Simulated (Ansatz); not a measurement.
Turn this script for the Ansatz DFT code, driven from Python into the input file that the command-line program reads.

`nacl.py`
```python
'''SCF run for NaCl.'''

import ansatz as az
import numpy as np


def main() -> None:
    vectors = np.array([
        [6.799634, 0.0, 0.0],
        [-3.399817, 5.888656, 0.0],
        [0.0, 0.0, 7.094838],
    ])
    cell = (
        az.Lattice.of(vectors)
        .atom('Na', (0.0, 0.6692, 0.5))
        .atom('Na', (0.3308, 0.3308, 0.5))
        .atom('Na', (0.6692, 0.0, 0.5))
        .atom('Na', (0.0, 0.336571, 0.0))
        .atom('Na', (0.663429, 0.663429, 0.0))
        .atom('Na', (0.336571, 0.0, 0.0))
        .atom('Cl', (2 / 3, 1 / 3, 0.250447))
        .atom('Cl', (2 / 3, 1 / 3, 0.749553))
        .atom('Cl', (1 / 3, 2 / 3, 0.749553))
        .atom('Cl', (1 / 3, 2 / 3, 0.250447))
        .atom('Cl', (0.0, 0.0, 0.750912))
        .atom('Cl', (0.0, 0.0, 0.249088))
    )

    # functional, basis and sampling
    calc = cell.calculation()
    calc = calc.basis(20 * az.Ha).kpoints(4, 4, 3, center='gamma')
    calc = calc.accuracy('low')
    calc = calc.scf(tolerance=1e-07, self_checks='low')
    calc = calc.occupations('fixed')
    calc = calc.functional(az.Functional.PBESOL, dispersion='d3bjatm')
    calc = calc.density_of_states(energy_step=0.1, method='smearing', broadening_width=0.2).band_table()
    calc = calc.stress()
    history = []
    result = calc.session().plan().execute(on_event=lambda event: history.append(event['data']['dr2_ev']) if event['event'] == 'scf_iter' else None)
    report = result.report
    print('density residual by iteration (eV):', ' '.join(f'{value:.1e}' for value in history[:40]))

    print('%-22s %14.5f eV' % ('F = E - TS', report['free_energy_ev']))
    print('%-22s %14.5f eV' % ('E', report['internal_energy_ev']))
    print('%-22s %14.5f eV' % ('Harris-Foulkes', report['harris_foulkes_ev']))
    print('%-22s %14.5f eV' % ('Fermi level', report['fermi_energy_ev']))

    dos = result.density_of_states()
    energy = np.asarray(dos.energies_ev) - dos.fermi_ev
    states, count = np.asarray(dos.spin_summed_g_bin_mean_per_ev), np.asarray(dos.spin_summed_integrated)
    g_fermi = float(np.interp(0.0, energy, states))
    print(f'g(E_F) = {g_fermi:.3f} states/eV per cell')
    for low, high in ((-10, -6), (-6, -3), (-3, 0), (0, 3)):
        print(f'states between {low} and {high} eV: {np.interp(high, energy, count) - np.interp(low, energy, count):.3f}')

    edges = report.get('band_edges_ev')
    if edges:
        print(f'band edges on the mesh: {edges[0]:.3f} and {edges[1]:.3f} eV, gap {edges[1] - edges[0]:.3f} eV')
    else:
        print('no band edges reported (a metal, or a gap too narrow for this smearing); Fermi level', round(report['fermi_energy_ev'], 3), 'eV')

    # pressure is a third of the trace
    sigma = report['stress_gpa']
    voigt = [sigma[0][0], sigma[1][1], sigma[2][2], sigma[1][2], sigma[0][2], sigma[0][1]]
    print('stress xx yy zz yz xz xy (GPa, compression positive):', ' '.join(f'{s:.3f}' for s in voigt))
    print('P =', round(10 * float(np.mean(voigt[:3])), 2), 'kbar')

    print('doubts on the final state:', report['published_state_doubts'] or 'none')
    print('warnings:', sorted({n['data']['kind'] for n in result.notices if n['data'].get('severity') in ('warning', 'doubt')}) or 'none')


if __name__ == '__main__':
    main()
```

`python nacl.py` gives:
```text
DeckWarning: output.stress: scf.convergence.dr2_threshold = 1e-7 eV (the SCF's general default) is looser than the 1.2e-9 eV advised for a printed stress (1e-10 eV for each atom of the cell: 12). What an SCF threshold leaves in a stress goes as its square [...]
density residual by iteration (eV): 4.6e-02 4.0e-03 2.8e-04 1.5e-05 1.2e-06 1.7e-07 3.9e-09
F = E - TS               -15243.02821 eV
E                        -15243.02821 eV
Harris-Foulkes           -15243.02821 eV
Fermi level                   1.10096 eV
g(E_F) = 5.274 states/eV per cell
states between -10 and -6 eV: 0.000
states between -6 and -3 eV: 0.000
states between -3 and 0 eV: 35.292
states between 0 and 3 eV: 0.708
band edges on the mesh: 1.101 and 5.335 eV, gap 4.234 eV
stress xx yy zz yz xz xy (GPa, compression positive): -2.166 -2.166 -2.419 0.000 0.000 0.000
P = -22.51 kbar
doubts on the final state: none
warnings: none
```
(Warnings from the package without file and line, shortened.)

`input.yaml`:
```yaml
crystal:
  lattice:
    - [6.799634, 0.0, 0.0]
    - [-3.399817, 5.888656, 0.0]
    - [0.0, 0.0, 7.094838]
  atoms:
    - { symbol: Na, position: [0.0, 0.6692, 0.5] }
    - { symbol: Na, position: [0.3308, 0.3308, 0.5] }
    - { symbol: Na, position: [0.6692, 0.0, 0.5] }
    - { symbol: Na, position: [0.0, 0.336571, 0.0] }
    - { symbol: Na, position: [0.663429, 0.663429, 0.0] }
    - { symbol: Na, position: [0.336571, 0.0, 0.0] }
    - { symbol: Cl, position: [0.6666666666667, 0.3333333333333, 0.250447] }
    - { symbol: Cl, position: [0.6666666666667, 0.3333333333333, 0.749553] }
    - { symbol: Cl, position: [0.3333333333333, 0.6666666666667, 0.749553] }
    - { symbol: Cl, position: [0.3333333333333, 0.6666666666667, 0.250447] }
    - { symbol: Cl, position: [0.0, 0.0, 0.750912] }
    - { symbol: Cl, position: [0.0, 0.0, 0.249088] }
accuracy: low
basis:
  ecutwfc: 544.2277249198
kpoints:
  mp_grid: { grid: [4, 4, 3], shift: [0.0, 0.0, 0.0] }
hamiltonian:
  xc: pbesol
  dispersion: d3bjatm
scf:
  self_checks: low
  convergence: { dr2_threshold: 1.0e-07 }
  occupations: { method: fixed }
output:
  dos: { de: 0.1, method: { smearing: { sigma: 0.2 } } }
  stress: true
  eigenvalues: true
```

Launched from the shell:
```console
$ ansatz run input.yaml --threads 1 --pin off --max-ram 3072MiB --backend cpu --events-out ev --progress --plain --runs-dir out
Warning: output.stress: scf.convergence.dr2_threshold = 1e-7 eV (the SCF's general default) is looser than the 1.2e-9 eV advised for a printed stress (1e-10 eV for each atom of the cell: 12). What an SCF threshold leaves in a stress goes as its square root, and in the free energy as the threshold itself, and one threshold admits the most on a small cell: of the crystals measured, under no hybrid [...]
Engine: ansatz 0.2.0, aarch64-unknown-linux-gnu
Pseudopotentials: kind: paw
Pseudopotential: Na, paw, valence charge 9, recommended cutoff 420 eV (normal), Na.paw.azcp
Pseudopotential: Cl, paw, valence charge 7, recommended cutoff 420 eV (normal), Cl.paw.azcp
Functional definition: PBEsol
  exchange = pbesol_x
  correlation = pbesol_c
Crystal: 12 atoms, lattice volume = 284.082 Å³
Basis set: ecut = 544.2277249198 eV, 8181 PW (Γ)
Bands: 60, of which v1, the nominal top of the filled ones, is band 48 counted from 1 (47 counted from 0)
Symmetry: 12 space group operations
Space group: P-62m (ITA 189), of the structure as read, at distance tolerance 6.6e-5 Å
k-points: 8 of 48 (time reversal used)
Non-local potential: Na, projectors of the file, l = 0: 3, l = 1: 2, l = 2: 1
Non-local potential: Cl, projectors of the file, l = 0: 2, l = 1: 2, l = 2: 2
PAW form: soft (Blöchl's): semilocal exchange-correlation on the pseudo side does not see the compensation charge
PAW frozen core: Na, regenerated for the run's functional, and the local potential with it (the file was generated under x = pbe(κ = 0.804, μ = 0.2195149727645171), c = pbe(β = 0.06672455060314922))
PAW frozen core: Cl, regenerated for the run's functional, and the local potential with it (the file was generated under x = pbe(κ = 0.804, μ = 0.2195149727645171), c = pbe(β = 0.06672455060314922))
PAW one-centre angular grid: Na, 110 points (default); XC on 64 Gauss nodes
PAW one-centre angular grid: Cl, 110 points (default); XC on 64 Gauss nodes
Initial density: superposition of atomic densities (neutral atoms: chi_scale 0, normalization atom), corrected by the library's trained network
Initial wavefunctions: pseudopotential atomic-orbital guess
Functional: x = pbesol(κ = 0.804, μ = 0.12345679012345678), c = pbesol(β = 0.046)
SCF iter   1: F=—  HF=-15243.047426 eV  |F-HF|=—  |Δ(HF+E_count)|=         —  Δρ=3.56e-3  dr2=4.57e-2  ethr=1.77e-3  ⟨swp⟩=5.2  Hψ=1583  notcnv=0  defer=73
preconditioner: auto → Resta (q_TF=auto, 2.277 Å⁻¹)  ε∞=2.7  [insulator: Δε(μ)=4.166 eV  Ē_g=11.657 eV  n_scr=58 (ndim 8)  ℏωp=15.3 eV  f_vac=0.092  ε∞_Penn≈2.7]
SCF iter   2: F=—  HF=-15243.028870 eV  |F-HF|=—  |Δ(HF+E_count)|=   1.86e-2  Δρ=1.15e-3  dr2=4.03e-3  ethr=4.76e-5  ⟨swp⟩=2.1  Hψ=735  notcnv=0  defer=75
SCF iter   3: F=—  HF=-15243.028109 eV  |F-HF|=—  |Δ(HF+E_count)|=   7.62e-4  Δρ=3.49e-4  dr2=2.84e-4  ethr=4.20e-6  ⟨swp⟩=3.0  Hψ=839  notcnv=0  defer=76
SCF iter   4: F=—  HF=-15243.028173 eV  |F-HF|=—  |Δ(HF+E_count)|=   6.42e-5  Δρ=1.08e-4  dr2=1.50e-5  ethr=2.96e-7  ⟨swp⟩=3.0  Hψ=838  notcnv=0  defer=76
SCF iter   5: F=—  HF=-15243.028210 eV  |F-HF|=—  |Δ(HF+E_count)|=   3.76e-5  Δρ=2.51e-5  dr2=1.23e-6  ethr=1.57e-8  ⟨swp⟩=2.0  Hψ=634  notcnv=0  defer=50
SCF iter   6: F=—  HF=-15243.028213 eV  |F-HF|=—  |Δ(HF+E_count)|=   2.68e-6  Δρ=7.25e-6  dr2=1.75e-7  ethr=1.28e-9  ⟨swp⟩=2.0  Hψ=784  notcnv=0  defer=50
SCF iter   7: F=-15243.028213 eV  HF=-15243.028213 eV  |F-HF|=1.39e-8  |Δ(HF+E_count)|=   1.50e-7  Δρ=1.04e-6  dr2=3.89e-9  ethr=1.04e-10  ⟨swp⟩=15.5  Hψ=2587  notcnv=0
SCF 1 converged in 7 iterations: F = -15243.028213 eV  dr2 = 3.89e-9
  greatest PAW one-centre occupation: 0.999 electrons in one spin orbital (limit 2), on the Na atom at site 3 (counted from 0), in its partial waves of l = 0
SCF converged after 7 iterations
Free energy (F): -15243.028213 eV
Harris-Foulkes:  -15243.028213 eV  (|F-HF|=1.39e-8)
Internal energy: -15243.028213 eV  (E = F + TS)
E sigma→0 (E₀):  -15243.028213 eV
Fermi energy:    1.100959 eV
--- Per-component energies (eV) ---
  E_band       = -1439.875276
  E_kinetic    = 1692.759284
  E_local      = -9355.568811  (includes V_loc(G=0)·N_el)
  E_nonlocal   = 868.177846
  E_hartree    = 3301.182012
  E_xc         = -868.619258
  E_vxc        = -1029.249644  (∫ρ·V_xc dr)
  E_paw        = -5371.882352  (= ΣΔE_a)
  E_vpaw       = -218.357849  (= ΣTr[D̂ρ^β])
  E_aug_tail   = 0.000142  (compensation charges beyond the density's cutoff)
  E_ewald      = -5507.839048
  E_disp       = -2.036783  (pairwise vdW)
  E_core_change = 0.798755  (= ΣΔE_core)
  E_smearing   = -0.000000  (= −TS)
  E_closure    = -0.000000  (closes the sum)
  Σ components = -15243.028213   (vs F -15243.028213, Δ=0.00e0)
--- Stress (GPa, compression-positive) ---
       -2.166434       0.000000       0.000000
        0.000000      -2.166434       0.000000
        0.000000       0.000000      -2.419171
  P = ⅓ Tr σ = -2.2507 GPa (-22.507 kbar)
--- Band table (eV; the first three rows and the last of 8) ---
  k-point 0: bands = ["-48.0750", "-48.0746", "-48.0741", "-48.0741", "-48.0741", "-48.0741", "-20.1776", "-20.1773", "-20.1695", "-20.1693", "-20.1689", "-20.1689", "-20.1689", "-20.1689", "-20.1573", "-20.1573", "-20.1564", "-20.1564", "-20.1564", "-20.1403", "-20.1403", "-20.1402", "-20.1402", "-20.1371", "-11.8150", "-11.5163", "-11.5089", "-11.4848", "-11.2845", "-11.2767", "-1.3562", "-0.7215", "-0.7130", "-0.5832", "-0.5832", "-0.5764", "-0.5764", "-0.1198", "-0.1198", "-0.1129", "-0.1129", "0.6800", "0.6800", "0.9077", "0.9259", "0.9259", "1.0919", "1.1010", "5.3350", "8.2603", "8.2603", "8.2624", "8.2624", "8.3140", "9.5047", "9.8489", "9.8489", "9.8491", "9.8491", "9.9744"]
  k-point 1: bands = ["-48.0749", "-48.0747", "-48.0741", "-48.0741", "-48.0741", "-48.0741", "-20.1756", "-20.1753", "-20.1715", "-20.1713", "-20.1693", "-20.1693", "-20.1692", "-20.1692", "-20.1571", "-20.1571", "-20.1567", "-20.1567", "-20.1516", "-20.1420", "-20.1399", "-20.1399", "-20.1399", "-20.1399", "-11.7366", "-11.5718", "-11.4608", "-11.4533", "-11.3450", "-11.3373", "-0.9024", "-0.4784", "-0.4784", "-0.4717", "-0.4717", "-0.3352", "-0.3266", "-0.2437", "-0.2437", "-0.2370", "-0.2370", "0.1859", "0.5548", "0.5637", "0.7388", "0.7388", "0.8616", "0.8616", "6.0068", "7.2667", "8.5681", "8.5681", "8.5696", "8.5696", "9.7882", "9.7882", "9.7885", "9.7885", "10.4564", "10.5756"]
  k-point 2: bands = ["-48.0749", "-48.0745", "-48.0742", "-48.0742", "-48.0741", "-48.0741", "-20.1793", "-20.1769", "-20.1732", "-20.1718", "-20.1658", "-20.1655", "-20.1643", "-20.1632", "-20.1609", "-20.1608", "-20.1581", "-20.1572", "-20.1542", "-20.1436", "-20.1422", "-20.1390", "-20.1383", "-20.1370", "-11.7654", "-11.5481", "-11.5300", "-11.4515", "-11.3054", "-11.2920", "-1.2562", "-0.9553", "-0.7942", "-0.7938", "-0.7547", "-0.4046", "-0.2682", "-0.0904", "-0.0059", "0.2465", "0.2664", "0.3283", "0.6014", "0.6055", "0.8504", "0.9388", "1.0731", "1.0867", "5.9247", "7.4851", "7.7533", "8.4440", "8.5832", "8.8990", "8.9260", "9.3756", "9.6167", "9.6964", "10.3659", "10.4219"]
  k-point 7: bands = ["-48.0746", "-48.0744", "-48.0743", "-48.0743", "-48.0742", "-48.0742", "-20.1762", "-20.1761", "-20.1737", "-20.1736", "-20.1686", "-20.1671", "-20.1622", "-20.1621", "-20.1610", "-20.1608", "-20.1596", "-20.1585", "-20.1468", "-20.1432", "-20.1432", "-20.1402", "-20.1394", "-20.1394", "-11.6157", "-11.5247", "-11.5170", "-11.4722", "-11.3978", "-11.3900", "-0.7479", "-0.7459", "-0.6764", "-0.5411", "-0.5379", "-0.3921", "-0.3887", "-0.2527", "0.0296", "0.3624", "0.3645", "0.3810", "0.4793", "0.4879", "0.5002", "0.5030", "0.5630", "0.6870", "7.2321", "7.7964", "7.7966", "7.9681", "8.2146", "8.2149", "9.3807", "9.3807", "9.7082", "9.7084", "9.8989", "10.1801"]
```

Notes:
- The settings weren't tested for convergence.
- Along an axis with an odd division the mesh misses the point at one half; a gap read on a finite mesh is an upper bound on this functional's gap.
- Semilocal gaps usually lie well under measured ones.
- Under fixed occupations the level called the Fermi level is the highest filled one on the SCF mesh; off the mesh a filled band can lie a little above it.
- An absolute Fermi energy rests on an arbitrary zero of the periodic potential and has no direct meaning.
- The crystal has a gap of about 4.23 eV on the mesh; any density of states at or just above the Fermi level is the tail of the broadening.
- The structure comes from a database of computed cells and needn't be a stable or known phase.
- Gaps and levels are Kohn-Sham values on a finite set of k-points.
- The computed bands are complete only to about 8.9 eV above the Fermi level; beyond that the density of states is undercounted.
- Timing: 17 s on 1 thread of Arm Neoverse V2, on a shared host, peak memory 0.6 GiB.

(Lines on the test bed's own set-up are left out of the output.)
